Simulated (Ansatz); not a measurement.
The system is Ge.

```xyz
4
Lattice="0.0000 2.8857 5.1157 2.6305 0.0000 5.1157 2.6305 2.8857 0.0000" Properties=species:S:1:pos:R:3 pbc="T T T"
Ge    2.6305    4.1929    5.1157
Ge    2.6305    1.5786    5.1157
Ge    2.6305    2.8857    2.2318
Ge    2.6305    2.8857    7.9995
```

This isn't the form of Ge at room conditions, which is diamond.

Base run:

| Property | Result |
| --- | --- |
| Program | Ansatz 0.2.0 |
| Functional | PBEsol |
| Potentials or basis | Ansatz PAW |
| Cutoff | 420 eV |
| Density cutoff | 1680 eV |
| k mesh | 7 × 7 × 7 |
| Occupations | fermi-dirac, width 0.05 eV |
| Spin | no spin polarisation |

Its results: band gap on the k mesh none (metal or under the smearing width); pressure -3.5 GPa; largest force 0.043 eV/Å.

The run is repeated on the same cell with these changes: functional from PBEsol to LDA. What comes out?

Band gap on the k mesh none (metal or under the smearing width); pressure -5.1 GPa; largest force 0.042 eV/Å.

LDA binds more tightly than PBEsol, so the same cell stands under less pressure.

Caveats: the PAW data sets come from PBE, with cores solved anew for the run's functional, which leaves a small shift of forces and pressure.

Not every run made on this cell is shown here.
